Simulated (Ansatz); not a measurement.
Stackings of close-packed layers of TePb (capitals for Pb, lower case for the other element), each relaxed to a stress under 0.05 GPa; energies count from the stacking AcBaCb (Fm-3m).

Level of theory: Ansatz, DFT PBE, scalar-relativistic, plane waves, PAW.

Cutoff 420 eV, Gaussian smearing of 0.02 eV, energies at zero smearing, symmetry of each start kept, no spin polarisation.

| start | atoms | k mesh | excess energy (meV/atom) | spacing of like layers (Å) | a (Å) | gap on the mesh (eV) |
| --- | --- | --- | --- | --- | --- | --- |
| AbAc | 4 | 6×6×6 | 34.8 | 3.983 | 4.569 | 0.10 |
| AcBc | 4 | 6×6×6 | 91.1 | 4.079 | 4.500 | 0.27 |
| AcBcAbCb | 8 | 6×6×3 | 48.3 | 3.942 | 4.574 | 0.50 |
| AcBaCbAbCaBc | 12 | 6×6×2 | 32.7 | 3.893 | 4.598 | 0.63 |
| AcBcAcBcAbCb | 12 | 6×6×2 | 63.0 | 3.993 | 4.546 | 0.44 |
| AcBcAcBaCaBcAbCb | 16 | 6×6×2 | 48.1 | 3.945 | 4.570 | 0.48 |

Spin-orbit coupling is left out, which matters for the bands of heavy elements. An odd mesh misses points on the zone edge, so a gap read on it can be too wide.

Gaps under about 0.2 eV rest on few k points and may close between them.

Cost: 6 runs of about 21 core-minutes in all, on Arm Neoverse V2 (shared hosts).